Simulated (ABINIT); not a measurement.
# Ta2N (P-3m1) in ABINIT: notebook

The runs below take Ta2N through single point, with PBEsol, PBE.

All numbers are computed with ABINIT 10.8.3 (patched build); they aren't measurements. Logs are shortened: lines on timing, memory, paths and dates and some standing lists are left out, and cuts for length are marked. The log counts tension as positive stress, the text compression.

### 1 The crystal as given

It takes space group P-3m1 (No. 164, trigonal). The conventional cell has a = 3.113 Å, b = 3.113 Å, c = 4.870 Å, α = 90.00°, β = 90.00°, γ = 120.00°. Ta (site symmetry 3m) is surrounded by 3 N at 2.18 Å. N (site symmetry -3m) has 6 Ta at 2.18 Å as nearest neighbours.

The cell comes from a database or a generator and needn't be the stable form of this composition.

### 2 Single point, PBEsol

The input, run.abi:

```
# Pseudopotentials
pp_dirpath "./"
pseudos "Ta.upf, N.upf"

# Structure
acell 3*1.0
rprim
     5.8824557102     0.0000000000     0.0000000000
    -2.9412278551     5.0943560816     0.0000000000
     0.0000000000     0.0000000000     9.2026657605
ntypat 2
znucl 73 7
natom 3
typat 1 1 2
xcart
    -0.0000000002     1.7972114285     1.2404020710
     1.5564307532     0.8986057141     3.6294389290
     0.0000000000     0.0000000000     0.0000000000 Angstrom

# Plane-wave basis
ecut 36.0

# k points
kptopt 1
ngkpt 8 8 4
nshiftk 1
shiftk 0.0 0.0 0.0

# Exchange and correlation
ixc -116133

# Bands and occupations
nband 20
occopt 3
tsmear 0.05 eV

# SCF cycle
nstep 100
tolvrs 1.0e-10

# Output
iomode 3
prtwf 0
prtden 0
prteig 0
prtebands 0
enunit 2
```

Potentials or basis: PseudoDojo NC SR PBEsol v0.4.1 standard.

Command:

```sh
$ abinit run.abi > log 2>&1
```

run.abo:

```text
.Version 10.8.3 of ABINIT
 Symmetries : space group P-3 m 1 (#164); Bravais hP (primitive hexag.)
================================================================================
 Values of the parameters that define the memory need of the present run
     intxc =       0    ionmov =       0      iscf =       7    lmnmax =       8
     lnmax =       8     mgfft =      50  mpssoang =       4    mqgrid =    3001
     natom =       3  nloc_mem =       1    nspden =       1   nspinor =       1
    nsppol =       1      nsym =      12    n1xccc =    2501    ntypat =       2
    occopt =       3   xclevel =       2
       mpw =        2864          nfft =       51200          nkpt =          35
================================================================================
================================================================================

--------------------------------------------------------------------------------
------------- Echo of variables that govern the present computation ------------
--------------------------------------------------------------------------------
 -outvars: echo values of preprocessed input variables --------
            acell      1.0000000000E+00  1.0000000000E+00  1.0000000000E+00 Bohr
              amu      1.80947900E+02  1.40067400E+01
             ecut      3.60000000E+01 Hartree
           enunit           2
              ixc     -116133
         kptrlatt        8    0    0      0    8    0      0    0    4
          kptrlen      3.68106630E+01
            natom           3
            nband          20
            ngfft          32      32      50
             nkpt          35
            nstep         100
             nsym          12
           ntypat           2
           occopt           3
           prtden           0
        prtebands           0
           prteig           0
            prtwf           0
            rprim      5.8824557102E+00  0.0000000000E+00  0.0000000000E+00
                      -2.9412278551E+00  5.0943560816E+00  0.0000000000E+00
                       0.0000000000E+00  0.0000000000E+00  9.2026657605E+00
          spgroup         164
           tolvrs      1.00000000E-10
           tsmear      1.83746611E-03 Hartree
            typat      1  1  2
           xangst     -1.8432527018E-17  1.7972114272E+00  1.2404020694E+00
                       1.5564307519E+00  8.9860571359E-01  3.6294389274E+00
                       0.0000000000E+00  0.0000000000E+00  0.0000000000E+00
            xcart     -3.4832427872E-17  3.3962373877E+00  2.3440201971E+00
                       2.9412278551E+00  1.6981186939E+00  6.8586455634E+00
                       0.0000000000E+00  0.0000000000E+00  0.0000000000E+00
             xred      3.3333333333E-01  6.6666666667E-01  2.5471099984E-01
                       6.6666666667E-01  3.3333333333E-01  7.4528900016E-01
[... 115 lines left out ...]
    3       0.000000000000      0.000000000000      0.000000000000

 cartesian coordinates (angstrom) at end:
    1     -0.00000000000000     1.79721142718597     1.24040206935508
    2      1.55643075193613     0.89860571359298     3.62943892735509
    3      0.00000000000000     0.00000000000000     0.00000000000000

 cartesian forces (hartree/bohr) at end:
    1     -0.00000000000000     0.00000000000000    -0.00584973695400
    2      0.00000000000000    -0.00000000000000     0.00584973695400
    3      0.00000000000000     0.00000000000000    -0.00000000000000
 frms,max,avg= 2.7575924E-03 5.8497370E-03   0.000E+00  0.000E+00  0.000E+00 h/b

 cartesian forces (eV/Angstrom) at end:
    1     -0.00000000000000     0.00000000000000    -0.30080556857129
    2      0.00000000000000    -0.00000000000000     0.30080556857129
    3      0.00000000000000     0.00000000000000    -0.00000000000000
 frms,max,avg= 1.4180110E-01 3.0080557E-01   0.000E+00  0.000E+00  0.000E+00 e/A
 length scales=  1.000000000000  1.000000000000  1.000000000000 bohr
              =  0.529177210544  0.529177210544  0.529177210544 angstroms
 Fermi (or HOMO) energy (hartree) =   0.53170   Average Vxc (hartree)=  -0.49418
 Eigenvalues (hartree) for nkpt=  35  k points:
 kpt#   1, nband= 20, wtk=  0.00391, kpt=  0.0000  0.0000  0.0000 (reduced coord)
  -1.99043   -1.98761   -0.77808   -0.75132   -0.75132   -0.74670   -0.74670   -0.74272
  -0.10581    0.22257    0.30924    0.30924    0.34950    0.50680    0.52258    0.52258
   0.54104    0.54105    0.54144    0.57373
      occupation numbers for kpt#   1
   2.00000    2.00000    2.00000    2.00000    2.00000    2.00000    2.00000    2.00000
   2.00000    2.00000    2.00000    2.00000    2.00000    2.00000    1.98615    1.98615
   0.01230    0.01230    0.00995    0.00000
 prteigrs : prtvol=0 or 1, do not print more k-points.

 Fermi (or HOMO) energy (eV) =  14.46834   Average Vxc (eV)= -13.44738
 Eigenvalues (   eV  ) for nkpt=  35  k points:
 kpt#   1, nband= 20, wtk=  0.00391, kpt=  0.0000  0.0000  0.0000 (reduced coord)
 -54.16240  -54.08567  -21.17275  -20.44446  -20.44446  -20.31864  -20.31864  -20.21056
  -2.87933    6.05652    8.41479    8.41479    9.51044   13.79083   14.22003   14.22003
  14.72258   14.72259   14.73325   15.61202
 prteigrs : prtvol=0 or 1, do not print more k-points.

--- !EnergyTerms
iteration_state     : {dtset: 1, }
comment             : Components of total free energy in Hartree
kinetic             :  4.12342215616883E+01
hartree             :  1.64689396775007E+01
xc                  : -3.24448516443900E+01
Ewald energy        : -1.08472771535881E+02
psp_core            :  5.47213585599027E+00
local_psp           : -7.09743860228954E+01
non_local_psp       :  8.11552956902099E+00
internal            : -1.40601182538966E+02
'-kT*entropy'       : -3.35962220130241E-04
total_energy        : -1.40601518501186E+02
total_energy_eV     : -3.82596222670722E+03
band_energy         : -1.24672285537989E+01
...

 Cartesian components of stress tensor (hartree/bohr^3)
  sigma(1 1)=  3.32976527E-04  sigma(3 2)=  0.00000000E+00
  sigma(2 2)=  3.32976528E-04  sigma(3 1)=  0.00000000E+00
  sigma(3 3)=  2.93464894E-04  sigma(2 1)=  0.00000000E+00

-Cartesian components of stress tensor (GPa)         [Pressure= -9.4090E+00 GPa]
- sigma(1 1)=  9.79650765E+00  sigma(3 2)=  0.00000000E+00
- sigma(2 2)=  9.79650767E+00  sigma(3 1)=  0.00000000E+00
- sigma(3 3)=  8.63403526E+00  sigma(2 1)=  0.00000000E+00

== END DATASET(S) ==============================================================
================================================================================

 -outvars: echo values of variables after computation  --------
            acell      1.0000000000E+00  1.0000000000E+00  1.0000000000E+00 Bohr
           etotal     -1.4060151850E+02
            fcart     -3.0516112724E-29  8.8092429479E-29 -5.8497369540E-03
                       1.5258056362E-29 -9.6901672427E-29  5.8497369540E-03
                       1.5258056362E-29  8.8092429479E-30 -0.0000000000E+00
            rprim      5.8824557102E+00  0.0000000000E+00  0.0000000000E+00
                      -2.9412278551E+00  5.0943560816E+00  0.0000000000E+00
                       0.0000000000E+00  0.0000000000E+00  9.2026657605E+00
           strten      3.3297652726E-04  3.3297652781E-04  2.9346489359E-04
                       0.0000000000E+00  0.0000000000E+00  0.0000000000E+00
           xangst     -1.8432527018E-17  1.7972114272E+00  1.2404020694E+00
                       1.5564307519E+00  8.9860571359E-01  3.6294389274E+00
                       0.0000000000E+00  0.0000000000E+00  0.0000000000E+00
             xred      3.3333333333E-01  6.6666666667E-01  2.5471099984E-01
                       6.6666666667E-01  3.3333333333E-01  7.4528900016E-01
                       0.0000000000E+00  0.0000000000E+00  0.0000000000E+00
 Calculation completed.
```

Wall time 66 s (1 thread of Arm Neoverse V1, shared host); peak memory 0.09 GiB.

What came out:

```
Free energy                                           : -3825.9622 eV
Pressure                                              : -9.4 GPa
Largest force                                         : 0.301 eV/Å
Band gap on the k mesh                                : none (metal or under the smearing width)
Valence electrons inside the program's atomic spheres : Ta 9.23; N 5.34
```

Forces on the atoms (eV/Å):
```
Ta   0.000  0.000 -0.301
Ta   0.000  0.000  0.301
N    0.000  0.000  0.000
```

Stress tensor (GPa, compression positive):
```
-9.80  0.00  0.00
 0.00 -9.80  0.00
 0.00  0.00 -8.63
```

Levels at points of the mesh, in eV from the Fermi level:
```tsv
k point	band 13	band 14	band 15	band 16	band 17	band 18	band 19	band 20
(0.00, 0.00, 0.00)	-4.96	-0.68	-0.25	-0.25	0.25	0.25	0.26	1.14
(0.50, 0.00, 0.00)	-4.54	-2.61	-1.38	1.75	1.86	3.69	3.97	4.23
(0.00, 0.00, 0.50)	-2.86	-2.65	-1.13	-1.13	1.76	1.87	2.26	2.26
(0.50, 0.00, 0.50)	-3.29	-2.16	-2.13	-0.28	0.70	3.26	3.49	4.01
```

Caveat: the cutoff is short for stress, so the pressure is rough. The run has no spin-orbit coupling, so splittings on Ta are missing.

### 3 Single point, PBE

Changes to run.abi since step 2:

```diff
@@ -14,9 +14,9 @@
 typat 1 1 2
-xcart
-    -0.0000000002     1.7972114285     1.2404020710
-     1.5564307532     0.8986057141     3.6294389290
-     0.0000000000     0.0000000000     0.0000000000 Angstrom
+xred
+     0.3333333333     0.6666666667     0.2547110000
+     0.6666666667     0.3333333333     0.7452890000
+     0.0000000000     0.0000000000     0.0000000000
 
 # Plane-wave basis
-ecut 36.0
+ecut 35.0
 
@@ -29,3 +29,3 @@
 # Exchange and correlation
-ixc -116133
+ixc 11
 
@@ -46,2 +46,2 @@
 prtebands 0
-enunit 2
+enunit 1
```

Potentials or basis: PseudoDojo NC SR PBE v0.4.1 standard.

Command:

```sh
$ abinit run.abi > log 2>&1
```

It took 52 s on 1 thread of Arm Neoverse V2, shared host; peak memory 0.09 GiB.

Results (log left out):

| Item | Value |
| --- | --- |
| Free energy | -3827.8250 eV |
| Pressure | -1.7 GPa |
| Largest force | 0.010 eV/Å |
| Band gap on the k mesh | none (metal or under the smearing width) |
| Valence electrons inside the program's atomic spheres | Ta 9.23; N 5.36 |

Forces in eV/Å, atoms in the order of the input:
```
Ta   0.000  0.000 -0.010
Ta   0.000  0.000  0.010
N    0.000  0.000  0.000
```

Stress tensor (GPa, compression positive):
```
-2.22  0.00  0.00
 0.00 -2.22  0.00
 0.00  0.00 -0.62
```

Levels at points of the mesh, in eV from the Fermi level:
```tsv
k point	band 14	band 15	band 16	band 17	band 18	band 19
(0.00, 0.00, 0.00)	-0.66	-0.23	-0.23	0.23	0.27	0.27
(0.50, 0.00, 0.00)	-2.64	-1.41	1.74	1.85	3.68	3.98
(0.00, 0.00, 0.50)	-2.68	-1.11	-1.11	1.74	1.87	2.28
(0.50, 0.00, 0.50)	-2.19	-2.14	-0.30	0.71	3.26	3.48
```

Spin-orbit coupling is left out, which matters for the levels of Ta.
